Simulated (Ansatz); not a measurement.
## How the gap and the level of V_O in SnO2 (P4_2/mnm) follow the exchange fraction

Aim: the (+1/0) level of V_O in SnO2 (P4_2/mnm) as a function of the share of exact exchange, with the cost of each choice. The model is a cell of 96 host atoms with 1 O taken out; the atoms are relaxed once and then held.

Main program and level: Ansatz 0.2.0; plane-wave PAW DFT; relaxations with PBEsol, then single points with PBEsol and PBE0 form with several shares of exact exchange, on supercells at fixed charge in a uniform background.

This is a report of a sequence of runs, with most program output left out.

### Step 1. Set-up

The cell holds 95 atoms: 32 Sn and 63 O. Cell: a = 11.498 Å, b = 11.498 Å, c = 13.485 Å, α = 54.1°, β = 54.1°, γ = 71.8°. It derives from SnO2 (space group P4_2/mnm). Nearest the centre at fractional (0.500, 0.500, 0.347): Sn86 at 2.07 Å, Sn2 at 2.07 Å, Sn73 at 2.07 Å, O81 at 2.61 Å, O77 at 2.92 Å, O79 at 2.92 Å, O20 at 2.92 Å, O18 at 2.92 Å. The cell carries charge +1.

Screening for the image-charge correction: ε∞ = (4.60, 4.60, 4.91), ε0 = (13.48, 13.48, 10.42), computed on the host (DFPT, PBEsol).

The cell's shortest repeat is 11.5 Å.

### Step 2. Relaxing both charge states, PBEsol

The study needs fixed structures, so each charge is relaxed once, at one point at (¼, ¼, ¼), from small random displacements that break the symmetry of the site.

Contents of qp1_M1.relax/input.yaml:

```yaml
crystal:
  lattice:
    - [0.0, 4.76781182, 3.21190266]
    - [4.76781182, 0.0, 3.21190266]
    - [4.76781182, 4.76781182, 0.0]
  atoms:
    - { symbol: Sn, position: [0.25, 0.25, 0.25] }
    - { symbol: Sn, position: [0.75, 0.75, 0.75] }
    - { symbol: Sn, position: [0.0, 0.0, 0.0] }
    - { symbol: Sn, position: [0.5, 0.5, 0.5] }
    - { symbol: O, position: [0.056272, 0.443728, 0.75] }
    - { symbol: O, position: [0.556272, 0.943728, 0.25] }
    - { symbol: O, position: [0.443728, 0.056272, 0.75] }
    - { symbol: O, position: [0.943728, 0.556272, 0.25] }
    - { symbol: O, position: [0.0, 0.0, 0.306272] }
    - { symbol: O, position: [0.5, 0.5, 0.806272] }
    - { symbol: O, position: [0.0, 0.0, 0.693728] }
    - { symbol: O, position: [0.5, 0.5, 0.193728] }
  supercell: [2, 2, 2]
  defects: [{ vacancy: 82 }]
total_charge: 1
basis:
  ecutwfc: 420
  xc_grid: 2
hamiltonian:
  xc: pbesol
  pseudopotentials: { kind: paw, azcp: { folder: soft_1 }, xc_functional: pbe }
kpoints:
  mp_grid: { grid: [1, 1, 1], shift: [0.25, 0.25, 0.25] }
magnetization:
  spin_polarized: true
  initial_magnetization: 1
  spin_locking: { lock_magnetization: hard }
scf:
  occupations: { method: fixed }
  max_iter: 60
output:
  forces: true
  charged_corrections:
    epsilon: [4.6, 4.6, 4.91]
    static_epsilon: [13.48, 13.48, 10.42]
    defect_position: [0.5, 0.5, 0.346864]
relax:
  f_tol: 0.015
  max_steps: 60
  random_displacement: { amplitude: 0.04, seed: 4441 }
checkpoint:
  write: "../qp1_M1.relax.run"
  compress: false
  write_wavefunctions: true
  write_every: 100000
```

Command:

```console
ansatz run input.yaml --threads 32 --pin off --max-ram 84787MiB --backend cuda --events-out ev --progress --plain --runs-dir out --max-vram 78GiB
```

Run time: 5.3 s. Hardware: 1 × NVIDIA GB200 with 32 threads of Arm Neoverse V2, shared host; peak memory 2.4 GiB.

Relaxation path:

| step | energy less that of the first step (eV) | largest force component (eV/Å) |
| --- | --- | --- |
| 1 | 0.0000 | 1.9543 |
| 2 | -1.6088 | 0.5994 |
| 3 | -1.9190 | 0.0777 |
| 4 | -1.9222 | 0.0148 |
| 5 | -1.9222 | 0.0148 |

The atoms that moved most (Å, from the sites as typed, ahead of the random displacement, the mean shift of all atoms taken out):

| atom | dx | dy | dz | length |
| --- | --- | --- | --- | --- |
| Sn86 | 0.133 | 0.132 | 0.000 | 0.187 |
| Sn73 | -0.085 | -0.086 | 0.123 | 0.173 |
| Sn2 | -0.085 | -0.085 | -0.123 | 0.171 |
| O20 | -0.060 | -0.085 | 0.042 | 0.112 |
| O81 | 0.079 | 0.079 | 0.000 | 0.111 |
| O18 | -0.084 | -0.060 | 0.042 | 0.111 |
| O77 | -0.082 | -0.057 | -0.041 | 0.108 |
| O79 | -0.056 | -0.081 | -0.041 | 0.107 |

Neighbours of the ideal centre at the end:

| atom | distance (Å) |
| --- | --- |
| Sn2 | 2.241 |
| Sn73 | 2.241 |
| Sn86 | 2.253 |
| O81 | 2.500 |
| O20 | 2.820 |
| O79 | 2.823 |
| O18 | 2.825 |
| O77 | 2.827 |
| O54 | 2.866 |
| O53 | 2.867 |
| O32 | 2.873 |
| O31 | 2.873 |

| charge | moment set (μB) | steps | largest displacement (Å) | time |
| --- | --- | --- | --- | --- |
| 0 | 0 | 5 | 0.12 | 4.7 s |
| +1 | 1 | 5 | 0.19 | 5.3 s |

The relaxation ends 20 meV an atom lower than the displaced start, with a largest force component of 0.015 eV/Å.

### Step 3. First setting: 0 (PBEsol)

Exact exchange opens the gap of the host. A level of a localised state need not follow either band edge, so its distance to each edge changes. The single points sample the zone centre alone.

Contents of qp1_M1.a0/input.yaml:

```yaml
crystal:
  checkpoint: "../qp1_M1.relax.run"
  host: checkpoint
total_charge: 1
basis:
  ecutwfc: 420
  xc_grid: 2
hamiltonian:
  xc: pbesol
  pseudopotentials: { kind: paw, azcp: { folder: soft_1 }, xc_functional: pbe }
kpoints:
  mp_grid: { grid: [1, 1, 1] }
magnetization:
  spin_polarized: true
  initial_magnetization: 1
  spin_locking: { lock_magnetization: hard }
scf:
  occupations: { method: fixed }
  max_iter: 60
output:
  forces: true
  charged_corrections:
    epsilon: [4.6, 4.6, 4.91]
    static_epsilon: [13.48, 13.48, 10.42]
    defect_position: [0.5, 0.5, 0.346864]
  eigenvalues: true
  eigenstates: { localisation: true }
  efg: {}
checkpoint:
  read: "../qp1_M1.relax.run"
  write: "../qp1_M1.a0.run"
  compress: false
  write_wavefunctions: false
  write_every: 100000
```

The job ended after 4.7 s (1 × NVIDIA GB200 with 32 threads; peak memory 2.2 GiB).

Both charges and the host at this setting go to place-levels, which corrects for the image charge and aligns the potentials.

Contents of levels.a0.yaml:

```yaml
host:
  run: host.a0.run
states: [q0.a0.run, qp1_M1.a0.run]
geometry_from:
  q0.a0.run: q0.relax.run
  qp1_M1.a0.run: qp1_M1.relax.run
  host.a0.run: host.relax.run
chemical_potentials:
  O:
    energy: -558.291301
    dataset: <sha256 of the dataset>
```

Command:

```console
ansatz place-levels levels.a0.yaml -- --threads 32 --pin off --max-ram 84787MiB
```

Run time: 0.13 s. Hardware: 32 threads.

At this setting the gap is 0.913 eV and (+1/0) lies 0.491 eV above the valence top.

### Step 4. The other settings

From the second setting on only the share changes; the first is PBEsol, whose semilocal part differs from that of the hybrids. The next input; the others follow the same pattern (0.2, 0.25, 0.3 and 0.4):

qp1_M1.a10/input.yaml, as its differences from qp1_M1.a0/input.yaml of step 3:

```diff
@@ -8,4 +8,4 @@
 hamiltonian:
-  xc: pbesol
-  pseudopotentials: { kind: paw, azcp: { folder: soft_1 }, xc_functional: pbe }
+  xc: { preset: pbe0, exx: 0.1 }
+  pseudopotentials: { kind: paw, azcp: { folder: soft_1 } }
 kpoints:
@@ -30,3 +30,3 @@
   read: "../qp1_M1.relax.run"
-  write: "../qp1_M1.a0.run"
+  write: "../qp1_M1.a10.run"
   compress: false
```

### Step 5. Result against cost

Times of the states on 1 × NVIDIA GB200 with 32 threads of Arm Neoverse V2, shared host; the host is run again at each setting:

| share of exact exchange | gap (eV) | (+1/0) above the valence top (eV) | under the conduction bottom (eV) | time, both charge states | time, host and placing | peak memory of a state (GiB) |
| --- | --- | --- | --- | --- | --- | --- |
| 0 (PBEsol) | 0.913 | 0.491 | 0.423 | 6.5 s | 2 s | 2.2 |
| 0.1 | 1.993 | 1.318 | 0.675 | 30 s | 37 s | 2.6 |
| 0.2 | 3.005 | 2.127 | 0.879 | 34 s | 49 s | 2.7 |
| 0.25 | 3.522 | 2.538 | 0.985 | 36 s | 51 s | 2.6 |
| 0.3 | 4.047 | 2.954 | 1.093 | 36 s | 42 s | 2.6 |
| 0.4 | 5.114 | 3.797 | 1.317 | 39 s | 44 s | 2.8 |

### Step 6. Outcome

```yaml
plus_1_over_0_level_0_pbesol: 0.49 eV
plus_1_over_0_level_0p1: 1.32 eV
plus_1_over_0_level_0p2: 2.13 eV
plus_1_over_0_level_0p25: 2.54 eV
plus_1_over_0_level_0p3: 2.95 eV
plus_1_over_0_level_0p4: 3.80 eV
slope_of_the_gap_among_the_hybrids: 1.04 eV per 0.1 of exact exchange
```

In words: From a share of 0 (PBEsol) to 0.4 the gap opens from 0.91 to 5.11 eV and (+1/0) moves from 0.49 to 3.80 eV above the valence top. Among the hybrids, by fitted slopes, the level takes 79 % of the gap's opening, between the two edges. The atoms were held at the semilocal structure, so a distortion that exact exchange would bring is missing. The program warns that hybrid band edges depend on the exchange mesh, which was not varied here; the gaps and slopes may carry that error. Only the charges 0 and +1 were run, each from one start, so (+1/0) need not be a change between stable states. At 0.1, 0.2, 0.25, 0.3 and 0.4 the program warns that a filled state reaches beyond the cell, so that a hybrid's gap, moments and forces can be wrong at one k-point: the state may not be bound, and these numbers are no reliable defect level. The program calls the alignment of potentials doubtful in this cell, and the corrections (0.10 and 0.00 eV for the two states) enter the level by their difference, 0.10 eV: its value is uncertain, though the differences between settings are less so. Keep in mind: sampling at the zone centre alone can move energies of charged and open-shell states by tenths of an eV or more in cells of this size; spin–orbit coupling, which can matter with heavy atoms, is left out; the structures are those of PBEsol; force components of up to 0.24 eV/Å remain in a run at the final settings.

[Logs are printed without paths, hosts, clocks, repeated set-up lines and the standing remarks that a program may print on its own settings, such as how far it seeks lower states.]

[Hosts, paths, dates, database ids (printed as entryN), source tags and the programs' standing remarks are cut or masked in the printed files.]

[Where a table of states has a column of steps, it counts the stored structures, which are thinned; the runs took as many ionic steps or more.]

[For some hosts the program warned that the k-mesh of the response run may be too coarse for force constants and the static dielectric constant; such warnings are not shown here.]
